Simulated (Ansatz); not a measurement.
# Abstraction of H: AlH(CH3)(SH) + CF3 → Al(CH3)(SH) + CHF3

Species: AlH(CH3)(SH), singlet; CF3 `F[C](F)F`, doublet; Al(CH3)(SH), doublet; CHF3 (trifluoromethane) `FC(F)F`, singlet. A radical takes H: the energy is the difference in strength between the Al–H bond broken and the C–H bond made.

Shapes, held fixed at every level: PBE0-D4/def2-TZVP. Flexible molecules stand in one conformer, not always the lowest. Programs: Ansatz 0.2.0. The zero-point and thermal change to 298 K, harmonic and unscaled (PBE0-D4/def2-TZVP), is +14.5 kJ/mol.

```json
{"level": "HF/def2-SVP", "kind": "Hartree–Fock", "ΔH(298 K) (kJ/mol)": "-73.0", "less CCSD(T)/CBS estimate": "+20.8"}
{"level": "HF/def2-TZVPP", "kind": "Hartree–Fock", "ΔH(298 K) (kJ/mol)": "-72.3", "less CCSD(T)/CBS estimate": "+21.5"}
{"level": "r2SCAN0-D4/def2-TZVPP", "kind": "global hybrid", "ΔH(298 K) (kJ/mol)": "-84.6", "less CCSD(T)/CBS estimate": "+9.2"}
{"level": "wB97M-V/def2-TZVPP", "kind": "range-separated hybrid", "ΔH(298 K) (kJ/mol)": "-86.5", "less CCSD(T)/CBS estimate": "+7.3"}
{"level": "MP2/def2-TZVPP", "kind": "perturbation theory", "ΔH(298 K) (kJ/mol)": "-100.8", "less CCSD(T)/CBS estimate": "-7.0"}
{"level": "CCSD(T)/def2-TZVPP", "kind": "coupled cluster or CI", "ΔH(298 K) (kJ/mol)": "-93.3", "less CCSD(T)/CBS estimate": "+0.5"}
{"level": "CCSD/def2-TZVPP", "kind": "coupled cluster or CI", "ΔH(298 K) (kJ/mol)": "-91.2", "less CCSD(T)/CBS estimate": "+2.6"}
{"level": "CCSD(T)/CBS estimate", "kind": "coupled cluster or CI", "ΔH(298 K) (kJ/mol)": "-93.8", "less CCSD(T)/CBS estimate": "0.0"}
```

The highest level, CCSD(T)/CBS estimate, gives ΔH(298 K) = -93.8 kJ/mol; the levels span -100.8 to -72.3. The column of differences is taken from that level and isn't an error. No measured value is set beside it here. Open shells run unrestricted unless RO is named. The CBS estimate extrapolates MP2 from def2-TZVPP and def2-QZVPP and adds CCSD(T) − MP2 in the triple-zeta set, cores frozen.

Transfer of hydrogen from aluminium to carbon is clearly exothermic at every level, with -93.8 kJ/mol at the highest, so the C–H bond formed is much stronger than the Al–H bond broken. Carbon's compact valence orbital overlaps well with hydrogen 1s, whereas aluminium's more diffuse 3s and 3p orbitals give a longer, weaker bond despite its hydridic polarity. The CF3 radical is also already pyramidal, with its unpaired electron in a σ-type orbital, so it needs little reorganisation to bind hydrogen.

Hartree–Fock captures the direction but understates the driving force, and enlarging its basis barely helps. What is missing is correlation, which favours the products, probably because the electron pair in the C–H bond is more tightly confined than that in Al–H. MP2 overshoots this contribution, while CCSD recovers most of it and the triples add a small further shift. The exothermicity doesn't establish a fast reaction: the match between electrophilic CF3 and hydridic hydrogen should favour abstraction, but that polar effect acts at the transition state, which isn't examined here.
